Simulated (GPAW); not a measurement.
A run of GPAW 26.7.0 is set up as follows.

run.py

```python
import numpy as np
from ase import Atoms
from ase.dft.bandgap import bandgap
from ase.io import write
from gpaw import GPAW, PW
from gpaw.response.df import DielectricFunction

atoms = Atoms(['I', 'K'],
              cell=[[0.0, 3.532775, 3.532775],
                    [3.532775, 0.0, 3.532775],
                    [3.532775, 3.532775, 0.0]],
              scaled_positions=[[0.5, 0.5, 0.5],
                                [0.0, 0.0, 0.0]],
              pbc=True)

calc = GPAW(mode=PW(450),
            xc='PBE',
            kpts={'size': (5, 5, 5), 'gamma': True},
            occupations={'name': 'fermi-dirac', 'width': 0.001},
            nbands=16,
            convergence={'density': 1e-06},
            maxiter=150,
            txt='gpaw.txt')
atoms.calc = calc
energy = atoms.get_potential_energy()
calc.write('gs.gpw')
write('result.traj', atoms)
print(f'Energy: {energy:.6f} eV')
print('Fermi level:', round(calc.get_fermi_level(), 4), 'eV')
print(f'Gap: {bandgap(calc)[0]:.4f} eV, direct: {bandgap(calc, direct=True)[0]:.4f} eV')

for size in [(12, 12, 12), (17, 17, 17)]:
    name = 'x'.join(str(n) for n in size)
    dense = calc.fixed_density(kpts={'size': size, 'gamma': True},
                               nbands=34, convergence={'bands': 28, 'eigenstates': 1e-7},
                               update_fermi_level=True, txt=f'dense-{name}.txt')
    dense.write(f'{name}.gpw', mode='all')
    df = DielectricFunction(f'{name}.gpw', frequencies=np.array([0.0]), hilbert=False, eta=0.001,
                            ecut=80, nbands=28, intraband=False, txt=f'df-{name}.txt')
    for xc in ['RPA', 'Bootstrap', 'ALDA']:
        for direction in ['x', 'y', 'z', [0, 1, 1], [1, 0, 1], [1, 1, 0]]:
            e0, e = df.get_macroscopic_dielectric_constant(xc=xc, direction=direction)
            print(f'{name} {xc} {direction}: {e0:.4f} without, {e:.4f} with local fields')
```

Potentials or basis: GPAW PAW data sets (gpaw-data 1.2.1), pw.

Launch:

```sh
$ OMP_NUM_THREADS=1 python run.py
```

Problem. Predict the electronic dielectric tensor (diagonal).

Solution. 2.60.

Problem. Estimate the band gap on the k mesh.

Solution. 3.98 eV, direct.

Electronic dielectric tensor:
```
2.60 0.00 0.00
0.00 2.60 0.00
0.00 0.00 2.60
```

Caveat: the long-wavelength limit can be off by a per cent or two; spin-orbit coupling is left out, which moves the levels of the heavy elements; an odd mesh through Γ misses points on the zone boundary, where band edges often lie.

**What was measured.**

A printed reference work, monograph reports, for a bulk crystal of KI: band gap 6.32 eV; high-frequency dielectric constant 2.65.

The gap isn't set beside the measured one, since this odd mesh misses points on the zone boundary. Measured high-frequency dielectric constant of KI: 2.65 (a printed reference work, monograph). This calculation gives 2.60 (-2.0 %).
